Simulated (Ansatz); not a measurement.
# Sn7O16: the cost of one run

Method: DFT PBE, scalar-relativistic, plane waves, PAW, in Ansatz 0.2.0.

2 further runs of the same task are left out: 2 set aside as unsound or not needed.

### Step 1. The system as given

The structure is tetragonal, space group P4_2/mnm (No. 136). The conventional cell has a = 4.827 Å, b = 4.827 Å, c = 3.238 Å, α = 90.00°, β = 90.00°, γ = 90.00°. Around Sn (site symmetry mmm) lie 6 O at 2.09 Å. Around O (site symmetry m2m) lie 3 Sn at 2.09 Å.

As a file:

```cif
data_structure
_symmetry_space_group_name_H-M 'P4_2/mnm'
_symmetry_Int_Tables_number 136
_cell_length_a 4.8274
_cell_length_b 4.8274
_cell_length_c 3.2383
_cell_angle_alpha 90.000
_cell_angle_beta 90.000
_cell_angle_gamma 90.000
_cell_volume 75.46
loop_
_atom_site_label
_atom_site_type_symbol
_atom_site_symmetry_multiplicity
_atom_site_Wyckoff_symbol
_atom_site_fract_x
_atom_site_fract_y
_atom_site_fract_z
_atom_site_occupancy
Sn1 Sn 2 a 0.00000 0.00000 0.00000 1
O1 O 4 g 0.80658 0.80658 0.50000 1
```

It goes back to an entry of the Materials Project, which need not be the stable form.

This cell was relaxed beforehand with the same method: volume 12.58 Å³/atom, gap on the mesh 0.68 eV.

Reference energy of this cell: -28635.9389 eV (12 atoms, 6×6×6 mesh, zero smearing).

### Step 2. Next cell: 1 of 8 Sn atoms taken out at random

From a supercell with 8 Sn sites, 1 are emptied at random; the cell stays neutral and all atoms are shaken by 0.02 Å.

The cell holds 7 Sn, 16 O: a = 6.477 Å, b = 6.827 Å, c = 6.827 Å, α = 90.00°, β = 90.00°, γ = 90.00°.

### Step 3. Relaxing on a coarse mesh

Cell and atoms move without symmetry, on a coarse mesh with loose thresholds.

The input, input.yaml:

```yaml
crystal:
  lattice:
    - [6.4765079092, 0.0, 0.0]
    - [0.0, 6.8269789327, 0.0]
    - [0.0, 0.0, 6.8270415513]
  atoms:
    - { symbol: Sn, position: [0.0036627992, 0.7482757255, 0.2521528766] }
    - { symbol: Sn, position: [0.4965556175, 0.2537725988, 0.7488204104] }
    - { symbol: Sn, position: [0.9990603492, 0.2518499907, 0.7462003432] }
    - { symbol: Sn, position: [0.2468932, 0.2471169098, 0.2497134867] }
    - { symbol: Sn, position: [0.7441992665, 0.7531294673, 0.7504118756] }
    - { symbol: Sn, position: [0.7502543336, 0.2515086362, 0.249183269] }
    - { symbol: Sn, position: [0.2475904874, 0.7470837113, 0.7593959069] }
    - { symbol: O, position: [0.2441151364, 0.2450439438, 0.9411412111] }
    - { symbol: O, position: [0.7539780546, 0.7483842109, 0.4440079205] }
    - { symbol: O, position: [0.5014541627, 0.4432795427, 0.2472246057] }
    - { symbol: O, position: [0.9995079083, 0.9411545286, 0.7492099573] }
    - { symbol: O, position: [0.7500936689, 0.2502783169, 0.9446449871] }
    - { symbol: O, position: [0.2468798709, 0.7453468816, 0.4459104531] }
    - { symbol: O, position: [0.4991824936, 0.0540343892, 0.2526323678] }
    - { symbol: O, position: [0.99775435, 0.5506398639, 0.7471715611] }
    - { symbol: O, position: [0.0018747649, 0.4368124215, 0.2444837801] }
    - { symbol: O, position: [0.4992605435, 0.9423408743, 0.7457997482] }
    - { symbol: O, position: [0.9966118775, 0.057987326, 0.2434617919] }
    - { symbol: O, position: [0.4989581924, 0.5547936721, 0.750707331] }
    - { symbol: O, position: [0.7487720723, 0.252439523, 0.5628553368] }
    - { symbol: O, position: [0.2532254798, 0.7510247475, 0.0601117509] }
    - { symbol: O, position: [0.2559329502, 0.2523995227, 0.5580489767] }
    - { symbol: O, position: [0.7569513693, 0.7485693963, 0.0574221013] }
  symmetry: { detect: false }
basis:
  ecutwfc: 420
kpoints:
  mp_grid: { grid: [2, 2, 2], shift: [0.5, 0.5, 0.5] }
hamiltonian:
  xc: pbe
scf:
  occupations: { method: gaussian, width: 0.1 }
  lower_state_search: "off"
output:
  forces: true
  stress: true
  eigenvalues: true
relax:
  adjacent_minimum: "off"
  f_tol: 0.04
  max_steps: 50
  cell: { stress_tol: 0.3 }
```

Launch:

```console
$ ansatz run input.yaml --threads 4 --pin off --max-ram 9216MiB --backend cpu --events-out ev --progress --plain --runs-dir out
```

**Question.** How long does this run take on 4 threads of Arm Neoverse V1, shared host, and how much memory does it need?

About 45 s, with a peak of 0.95 GiB.
